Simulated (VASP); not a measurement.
# PbSe (Clausthalite) (Fm-3m) in VASP: notebook

Runs on PbSe (Clausthalite). Level: PBEsol. Tasks: single point.

Everything below comes from runs of VASP 6.6.1. Logs are shortened: lines on timing, memory, paths and dates and some standing lists are left out, and cuts for length are marked.

**The experiment to reproduce.**

A printed reference work, monograph reports, for a bulk crystal of PbSe: band gap 0.15 eV (direct) at 4.2 K; band gap 0.28 eV (direct) at 300 K.

The runs below are set against these values where they give the same quantity.

### 1 The cell of the first run

The structure is cubic, space group Fm-3m (No. 225). The conventional cell has a = 5.996 Å, b = 5.996 Å, c = 5.996 Å, α = 90.00°, β = 90.00°, γ = 90.00°. Within 3.9 Å of Pb (site symmetry m-3m) lie 6 Se at 3.00 Å. Within 3.9 Å of Se (site symmetry m-3m) lie 6 Pb at 3.00 Å.

### 2 Single point, PBEsol

INCAR reads:

```
SYSTEM = PbSe
PREC = Accurate ; ENCUT = 520
EDIFF = 1E-7 ; ISMEAR = -1
SIGMA = 0.05 ; LREAL = .False.
LASPH = .True. ; NELM = 60
ALGO = Normal ; ISIF = 2
LWAVE = .False. ; LCHARG = .False.
GGA = PS ; NBANDS = 17
```

KPOINTS reads:

```
regular mesh
0
Gamma
  8 8 8
  0 0 0
```

POSCAR reads:

```
PbSe
1.0
    0.0000000000      2.9981702236      2.9981702236
    2.9981702236      0.0000000000      2.9981702236
    2.9981702236      2.9981702236      0.0000000000
Pb Se
1 1
Direct
    0.0000000000      0.0000000000      0.0000000000
    0.5000000000      0.5000000000      0.5000000000
```

Potentials or basis: VASP PAW PBE potentials, release 64 (Pb_d, Se).

Started as:

```
> cat potpaw_PBE.64/Pb_d/POTCAR potpaw_PBE.64/Se/POTCAR > POTCAR
> mpirun -np 1 vasp_std > vasp.out
```

OUTCAR:

```text
SYSTEM = PbSe
   PREC = Accurate
   ENCUT = 520
   EDIFF = 1E-7
   ISMEAR = -1
   LREAL = .False.
   LASPH = .True.
   NELM = 60
   ISIF = 2
   GGA = PS

 ion  position               nearest neighbor table
   1  0.000  0.000  0.000-   2 3.00   2 3.00   2 3.00   2 3.00   2 3.00   2 3.00
   2  0.500  0.500  0.500-   1 3.00   1 3.00   1 3.00   1 3.00   1 3.00   1 3.00

  LATTYP: Found a face centered cubic cell.
 ALAT       =     5.9963404472

  Lattice vectors:

 A1 = (   0.0000000000,   2.9981702236,   2.9981702236)
 A2 = (   2.9981702236,   0.0000000000,   2.9981702236)
 A3 = (   2.9981702236,   2.9981702236,   0.0000000000)

Analysis of symmetry for initial positions (statically):
=====================================================================
 Subroutine PRICEL returns:
 Original cell was already a primitive cell.

 Routine SETGRP: Setting up the symmetry group for a
 face centered cubic supercell.

 Subroutine GETGRP returns: Found 48 space group operations
 (whereof 48 operations were pure point group operations)
 out of a pool of 48 trial point group operations.

The static configuration has the point symmetry O_h .

Analysis of symmetry for dynamics (positions and initial velocities):
=====================================================================
 Subroutine PRICEL returns:
 Original cell was already a primitive cell.

 Routine SETGRP: Setting up the symmetry group for a
 face centered cubic supercell.

 Subroutine GETGRP returns: Found 48 space group operations
 (whereof 48 operations were pure point group operations)
 out of a pool of 48 trial point group operations.

The dynamic configuration has the point symmetry O_h .

 Subroutine INISYM returns: Found 48 space group operations
 (whereof 48 operations are pure point group operations),
 and found     1 'primitive' translations

----------------------------------------------------------------------------------------

                                     Primitive cell

  volume of cell :      53.9013

  direct lattice vectors                    reciprocal lattice vectors
     0.000000000  2.998170224  2.998170224    -0.166768383  0.166768383  0.166768383
     2.998170224  0.000000000  2.998170224     0.166768383 -0.166768383  0.166768383
     2.998170224  2.998170224  0.000000000     0.166768383  0.166768383 -0.166768383

  length of vectors
     4.240052993  4.240052993  4.240052993     0.288851312  0.288851312  0.288851312

  position of ions in fractional coordinates (direct lattice)
     0.000000000  0.000000000  0.000000000
     0.500000000  0.500000000  0.500000000

  ion indices of the primitive-cell ions
   primitive index   ion index
                 1           1
                 2           2

----------------------------------------------------------------------------------------

 KPOINTS: regular mesh

Automatic generation of k-mesh.
 Grid dimensions read from file:
 generate k-points for:    8    8    8

 Generating k-lattice:

  Cartesian coordinates                     Fractional coordinates (reciprocal lattice)
    -0.020846048  0.020846048  0.020846048     0.125000000  0.000000000  0.000000000
     0.020846048 -0.020846048  0.020846048     0.000000000  0.125000000  0.000000000
     0.020846048  0.020846048 -0.020846048     0.000000000  0.000000000  0.125000000

  Length of vectors
     0.036106414  0.036106414  0.036106414

  Shift w.r.t. Gamma in fractional coordinates (k-lattice)
     0.000000000  0.000000000  0.000000000

 Subroutine IBZKPT returns following result:
 ===========================================

 Found     29 irreducible k-points:

 Following reciprocal coordinates:
            Coordinates               Weight
  0.000000  0.000000  0.000000      1.000000
  0.125000  0.000000  0.000000      8.000000
  0.250000  0.000000  0.000000      8.000000
  0.375000  0.000000  0.000000      8.000000
  0.500000  0.000000  0.000000      4.000000
  0.125000  0.125000  0.000000      6.000000
[... 16 lines left out ...]
  0.500000  0.250000  0.125000     48.000000
 -0.375000  0.250000  0.125000     24.000000
 [... further k-points ...]
   k-points           NKPTS =     29   k-points in BZ     NKDIM =     29   number of bands    NBANDS=     17
   number of dos      NEDOS =    301   number of ions     NIONS =      2
   total plane-waves  NPLWV =  32768
   dimension x,y,z NGX =    32 NGY =   32 NGZ =   32
   dimension x,y,z NGXF=    64 NGYF=   64 NGZF=   64
   ions per type =               1   1
   NGX,Y,Z   is equivalent  to a cutoff of  12.55, 12.55, 12.55 a.u.
   NGXF,Y,Z  is equivalent  to a cutoff of  25.09, 25.09, 25.09 a.u.
 SYSTEM =  PbSe
   PREC   = accura    normal or accurate (medium, high low for compatibility)
   ISTART =      0    job   : 0-new  1-cont  2-samecut
   ICHARG =      2    charge: 1-file 2-atom 10-const
   ISPIN  =      1    spin polarized calculation?
   LNONCOLLINEAR =      F non collinear calculations
   LSORBIT =      F    spin-orbit coupling
   LASPH  =      T    aspherical Exc in radial PAW
   ENCUT  =  520.0 eV  38.22 Ry    6.18 a.u.   7.88  7.88  7.88*2*pi/ulx,y,z
   NELM   =     60;   NELMIN=  2; NELMDL= -5     # of ELM steps
   EDIFF  = 0.1E-06   stopping-criterion for ELM
   LREAL  =      F    real-space projection
   EDIFFG = 0.1E-05   stopping-criterion for IOM
   NSW    =      0    number of steps for IOM
   IBRION =     -1    ionic relax: 0-MD 1-quasi-New 2-CG
   NFREE  =      0    steps in history (QN), initial steepest desc. (CG)
   ISIF   =      2    stress and relaxation
   ISYM   =      2    0-nonsym 1-usesym 2-fastsym
   POTIM  = 0.5000    time-step for ionic-motion
   TEBEG  =    0.0;   TEEND  =   0.0 temperature during run
   PSTRESS=    0.0 pullay stress
   NELECT =      20.0000    total number of electrons
   NUPDOWN=      -1.0000    fix difference up-down
   EMIN   =  10.00;   EMAX   =-10.00  energy-range for DOS
   EFERMI =   0.00;   METHOD = LEGACY
   ISMEAR =    -1;   SIGMA  =   0.05  broadening in eV -4-tet -1-fermi 0-gaus
   EFERMI_NEDOS =   21; number of points for ismear=-14 and -15
   IALGO  =     38    algorithm
   IMIX   =      4    mixing-type and parameters
     AMIX     =   0.40;   BMIX     =  1.00
     AMIX_MAG =   1.60;   BMIX_MAG =  1.00
  volume/ion in A,a.u.               =      26.95       181.87
  Fermi-wavevector in a.u.,A,eV,Ry     =   1.176391  2.223058 18.829061  1.383897
  Thomas-Fermi vector in A             =   2.312756
   LORBIT       =      0    0 simple, 1 ext, 2 COOP (PROOUT), +10 PAW based schemes
   GGA     = PS    functional components
   LHFCALC =     F    Hartree Fock is set to
   AEXX    =    0.0000 exact exchange contribution
   IVDW    =     0    specifies the selected vdW correction
   LEPSILON=     F    determine dielectric tensor
   LRPA    =     F    only Hartree local field effects (RPA)
 non-spin polarized calculation
  energy-cutoff  :      520.00
  volume of cell :       53.90
 maximum number of plane-waves:      1475
   NGX = 15   NGY = 15   NGZ = 15

 number of electron      20.0000001 magnetization

 Free energy of the ion-electron system (eV)
  ---------------------------------------------------
  ext. energy  EPLUGINS =         0.00000000
  ---------------------------------------------------
  free energy    TOTEN  =        -8.89030840 eV

  energy without entropy =       -8.88923294  energy(sigma->0) =       -8.88977067

 E-fermi :   5.7512     XC(G=0): -10.0075

 val. band max:        5.7402220852   @ k =   0.5000   0.0000   0.0000
 cond. band min:       5.7621338991   @ k =   0.5000   0.0000   0.0000
 fundamental gap:      0.0219118140
 Fermi energy:         5.7511962365

 k-point     1 :       0.0000    0.0000    0.0000
  band No.  band energies     occupation
      1     -11.1664      2.00000
      2     -11.1664      2.00000
      3     -11.1643      2.00000
      4     -11.1643      2.00000
      5     -11.1643      2.00000
      6      -8.4589      2.00000
[... 9 lines left out ...]
     16      12.0096      0.00000
     17      13.4978      0.00000

 k-point     2 :       0.1250    0.0000    0.0000
  band No.  band energies     occupation
      1     -11.1710      2.00000
      2     -11.1710      2.00000
      3     -11.1637      2.00000
      4     -11.1583      2.00000
      5     -11.1583      2.00000
      6      -8.3261      2.00000
[... 9 lines left out ...]
     16      12.3796      0.00000
     17      14.8317      0.00000

 k-point     3 :       0.2500    0.0000    0.0000
  band No.  band energies     occupation
      1     -11.1828      2.00000
      2     -11.1828      2.00000
      3     -11.1628      2.00000
      4     -11.1431      2.00000
      5     -11.1431      2.00000
      6      -7.9578      2.00000
[... 9 lines left out ...]
     16      13.2793      0.00000
     17      17.0090      0.00000

 k-point     4 :       0.3750    0.0000    0.0000
  band No.  band energies     occupation
      1     -11.1945      2.00000
      2     -11.1945      2.00000
      3     -11.1624      2.00000
      4     -11.1278      2.00000
      5     -11.1278      2.00000
      6      -7.4814      2.00000
[... 9 lines left out ...]
     16      14.6206      0.00000
     17      17.3466      0.00000
[... 343 lines left out ...]
      1     -11.2237      2.00000
      2     -11.1702      2.00000
      3     -11.1680      2.00000
      4     -11.1366      2.00000
      5     -11.1322      2.00000
      6      -7.6292      2.00000
[... 9 lines left out ...]
     16      15.2534      0.00000
     17      15.7564      0.00000

 k-point    23 :       0.5000    0.2500    0.1250
  band No.  band energies     occupation
      1     -11.2419      2.00000
      2     -11.1787      2.00000
      3     -11.1598      2.00000
      4     -11.1336      2.00000
      5     -11.1230      2.00000
      6      -7.1978      2.00000
[... 9 lines left out ...]
     16      15.6457      0.00000
     17      16.8364      0.00000

 k-point    24 :      -0.3750    0.2500    0.1250
  band No.  band energies     occupation
      1     -11.2484      2.00000
      2     -11.1830      2.00000
      3     -11.1518      2.00000
      4     -11.1381      2.00000
      5     -11.1180      2.00000
      6      -6.9804      2.00000
[... 9 lines left out ...]
     16      16.5302      0.00000
     17      16.6273      0.00000

 [... further k-points ...]

------------------------ aborting loop because EDIFF is reached ----------------------------------------

  FORCE on cell =-STRESS in cart. coord.  units (eV):
  Direction    XX          YY          ZZ          XY          YZ          ZX
  --------------------------------------------------------------------------------------
  -------------------------------------------------------------------------------------
  Total        1.0389068      1.0389068      1.0389068      0.0000000      0.0000000     -0.0000000
  in kB       30.8807824     30.8807824     30.8807824      0.0000000      0.0000000     -0.0000000
  external PRESSURE =      30.8807824 kB  Pullay stress =       0.0000000 kB

 VOLUME and BASIS-vectors are now :
 -----------------------------------------------------------------------------
  energy-cutoff  :      520.00
  volume of cell :       53.90
      direct lattice vectors                 reciprocal lattice vectors
     0.000000000  2.998170224  2.998170224    -0.166768383  0.166768383  0.166768383
     2.998170224  0.000000000  2.998170224     0.166768383 -0.166768383  0.166768383
     2.998170224  2.998170224  0.000000000     0.166768383  0.166768383 -0.166768383

 POSITION                                       TOTAL-FORCE (eV/Angst)
 -----------------------------------------------------------------------------------
      0.00000      0.00000      0.00000        -0.000000      0.000000      0.000000
      2.99817      2.99817      2.99817         0.000000     -0.000000     -0.000000
 -----------------------------------------------------------------------------------
    total drift:                                0.000000     -0.000000     -0.000000

  FREE ENERGIE OF THE ION-ELECTRON SYSTEM (eV)
  ---------------------------------------------------
  free  energy   TOTEN  =        -8.8903084047 eV

  energy  without entropy=       -8.8892329431  energy(sigma->0) =       -8.88977067
```

Run time: 19 s. Hardware: 1 thread of Intel Xeon Platinum 8259CL at 2.50GHz (Skylake/Cascade Lake), shared host; peak memory 0.18 GiB.

Results:

```yaml
Free_energy: -8.8903 eV
Pressure: 3.1 GPa
Band_gap_on_the_k_mesh: 0.02 eV, direct
```

Caveat: the PAW data sets were made with another functional, which shifts forces and pressure a little; spin-orbit coupling is left out, which moves the levels of the heavy elements.

### 3 Single point, PBEsol

This run uses another cell than the first one, of 27.52 Å³/atom, 1.021 times its volume.

INCAR reads:

```
SYSTEM = PbSe
PREC = Accurate
ENCUT = 520
EDIFF = 1E-6
ISMEAR = -1
SIGMA = 0.05
LREAL = .False.
LASPH = .True.
NELM = 100
ALGO = Normal
ISIF = 2
LWAVE = .False.
LCHARG = .False.
GGA = PS
NBANDS = 17
```

KPOINTS is that of step 2.

POSCAR reads:

```
PbSe
1.0
    0.0000000000      3.0192847941      3.0192847941
    3.0192847941      0.0000000000      3.0192847941
    3.0192847941      3.0192847941      0.0000000000
Pb Se
1 1
Direct
    0.0000000000      0.0000000000      0.0000000000
    0.5000000000      0.5000000000      0.5000000000
```

Potentials or basis: VASP PAW PBE potentials, release 64 (Pb_d, Se).

Started as:

```
> cat potpaw_PBE.64/Pb_d/POTCAR potpaw_PBE.64/Se/POTCAR > POTCAR
> mpirun -np 1 vasp_std > vasp.out
```

Wall time 18 s (1 thread of Intel Xeon Platinum 8259CL at 2.50GHz (Skylake/Cascade Lake), shared host); peak memory 0.18 GiB.

It converged, with:

```
Free energy            : -8.9080 eV
Pressure               : 1.8 GPa
Band gap on the k mesh : 0.06 eV, direct
```

Levels at points of the mesh, in eV from the valence-band top:
| k point | band 8 | band 9 | band 10 | band 11 | band 12 | band 13 |
| --- | --- | --- | --- | --- | --- | --- |
| (0.00, 0.00, 0.00) | -2.10 | -2.10 | -2.10 | 4.73 | 4.73 | 4.73 |
| (0.50, 0.00, 0.00) | -1.66 | -1.66 | 0.00 | 0.06 | 1.52 | 1.52 |
| (0.50, 0.50, 0.00) | -5.41 | -3.55 | -3.55 | 3.37 | 5.70 | 5.70 |

Caveat: the PAW data sets were made with another functional, which shifts forces and pressure a little; spin-orbit coupling is left out, which moves the levels of the heavy elements.

### 4 Single point, PBEsol

This run uses another cell than the first one, of 28.10 Å³/atom, 1.043 times its volume.

INCAR reads:

```
SYSTEM = PbSe
PREC = Accurate ; ENCUT = 520
EDIFF = 1E-6 ; ISMEAR = -1
SIGMA = 0.05 ; LREAL = .FALSE.
LASPH = .TRUE. ; NELM = 60
ALGO = Normal ; ISIF = 2
LWAVE = .FALSE. ; LCHARG = .FALSE.
GGA = PS ; NBANDS = 17
```

KPOINTS reads:

```
Automatic mesh
0
G
  8 8 8
  0 0 0
```

POSCAR reads:

```
PbSe
1.0
    0.0000000000      3.0401081059      3.0401081059
    3.0401081059      0.0000000000      3.0401081059
    3.0401081059      3.0401081059      0.0000000000
Pb Se
1 1
Direct
    0.0000000000      0.0000000000      0.0000000000
    0.5000000000      0.5000000000      0.5000000000
```

Started as:

```
> cat potpaw_PBE.64/Pb_d/POTCAR potpaw_PBE.64/Se/POTCAR > POTCAR
> mpirun -np 1 vasp_std > vasp.out
```

It took 18 s on 1 thread of Intel Xeon Platinum 8259CL at 2.50GHz (Skylake/Cascade Lake), shared host; peak memory 0.18 GiB.

Results (log left out):

| Property | Result |
| --- | --- |
| Free energy | -8.9166 eV |
| Pressure | 0.6 GPa |
| Band gap on the k mesh | 0.13 eV, direct |

Levels at points of the mesh, in eV from the valence-band top:
| k point | band 6 | band 7 | band 8 | band 9 | band 10 | band 11 | band 12 | band 13 | band 14 | band 15 |
| --- | --- | --- | --- | --- | --- | --- | --- | --- | --- | --- |
| (0.00, 0.00, 0.00) | -13.80 | -6.32 | -1.98 | -1.98 | -1.98 | 4.70 | 4.70 | 4.70 | 6.39 | 6.39 |
| (0.50, 0.00, 0.00) | -12.67 | -8.97 | -1.55 | -1.55 | 0.00 | 0.13 | 1.59 | 1.59 | 8.42 | 10.10 |
| (0.50, 0.50, 0.00) | -12.26 | -7.46 | -5.21 | -3.39 | -3.39 | 3.48 | 5.64 | 5.64 | 6.08 | 11.33 |

Caveat: the PAW data sets were made with another functional, which shifts forces and pressure a little; spin-orbit coupling is left out, which moves the levels of the heavy elements.

### 5 Single point, PBEsol

This run uses another cell than the first one, of 28.67 Å³/atom, 1.064 times its volume.

INCAR reads:

```
SYSTEM = PbSe
  PREC = Accurate
  ENCUT = 520
  EDIFF = 1E-6
  ISMEAR = -1
  SIGMA = 0.05
  LREAL = .FALSE.
  LASPH = .TRUE.
  NELM = 60
  ALGO = Normal
  ISIF = 2
  LWAVE = .FALSE.
  LCHARG = .FALSE.
  GGA = PS
  NBANDS = 17
```

KPOINTS is that of step 4.

POSCAR reads:

```
PbSe
1.0
    0.0000000000      3.0606500000      3.0606500000
    3.0606500000      0.0000000000      3.0606500000
    3.0606500000      3.0606500000      0.0000000000
Pb Se
1 1
Direct
    0.0000000000      0.0000000000      0.0000000000
    0.5000000000      0.5000000000      0.5000000000
```

Started as:

```
> cat potpaw_PBE.64/Pb_d/POTCAR potpaw_PBE.64/Se/POTCAR > POTCAR
> mpirun -np 1 vasp_std > vasp.out
```

Wall time 17 s (1 thread of Intel Xeon Platinum 8259CL at 2.50GHz (Skylake/Cascade Lake), shared host); peak memory 0.18 GiB.

It converged, with:

```
Free energy            : -8.9171 eV
Pressure               : -0.5 GPa
Band gap on the k mesh : 0.20 eV, direct
```

Levels at points of the mesh, in eV from the valence-band top:
```tsv
k point	band 6	band 7	band 8	band 9	band 10	band 11	band 12	band 13	band 14	band 15
(0.00, 0.00, 0.00)	-13.61	-6.33	-1.87	-1.87	-1.87	4.68	4.68	4.68	6.45	6.45
(0.50, 0.00, 0.00)	-12.53	-8.83	-1.46	-1.46	0.00	0.20	1.65	1.65	8.41	10.10
(0.50, 0.50, 0.00)	-12.15	-7.41	-5.02	-3.25	-3.25	3.58	5.58	5.58	6.01	11.30
```

Caveat: the PAW data sets were made with another functional, which shifts forces and pressure a little; spin-orbit coupling is left out, which moves the levels of the heavy elements.

### 6 The runs side by side

| cell | gap on the mesh (eV) | pressure (GPa) |
| --- | --- | --- |
| a = 4.240 Å, angles 60.0°, 2 atoms | 0.02 | 3.1 |
| a = 4.270 Å, angles 60.0°, 2 atoms | 0.06 | 1.8 |
| a = 4.299 Å, angles 60.0°, 2 atoms | 0.13 | 0.6 |
| a = 4.328 Å, angles 60.0°, 2 atoms | 0.20 | -0.5 |

Alike in all rows: task single point; level PBEsol; potentials or basis VASP PAW PBE potentials, release 64 (Pb_d, Se); no spin polarisation; k mesh 8 × 8 × 8; cutoff (eV) 520; smearing fermi-dirac 0.05 eV.

Caveats: the PAW data sets were made with another functional, which shifts forces and pressure a little; spin-orbit coupling is left out, which moves the levels of the heavy elements.

Total energies depend on the potentials used, so only differences within one code and one set of settings carry meaning.

### 7 How close it comes

Step 3. A measured gap of PbSe is 0.15 eV (direct; 4.2 K; a printed reference work, monograph); the calculated 0.06 eV misses it by -0.09 eV. 2 values of this kind are on record (0.15 to 0.28 eV); this one was drawn at random. Spin-orbit coupling on Pb, Se is left out. The value is that of PBEsol on a finite k mesh, which can miss the band edges, without temperature or zero-point motion. Semilocal functionals fall short of measured gaps as a rule.

Step 4. A measured gap of PbSe is 0.15 eV (direct; 4.2 K; a printed reference work, monograph); the calculated 0.13 eV misses it by -0.02 eV. 2 values of this kind are on record (0.15 to 0.28 eV); this one was drawn at random. Spin-orbit coupling on Pb, Se is left out. The value is that of PBEsol on a finite k mesh, which can miss the band edges, without temperature or zero-point motion. Semilocal functionals fall short of measured gaps as a rule.

Step 5. Measured gap of PbSe: 0.28 eV (direct; 300 K; a printed reference work, monograph). This calculation gives 0.20 eV (-0.08 eV). 2 values of this kind are on record (0.15 to 0.28 eV); this one was drawn at random. Spin-orbit coupling on Pb, Se is left out. The value is that of PBEsol on a finite k mesh, which can miss the band edges, without temperature or zero-point motion. Semilocal functionals fall short of measured gaps as a rule.
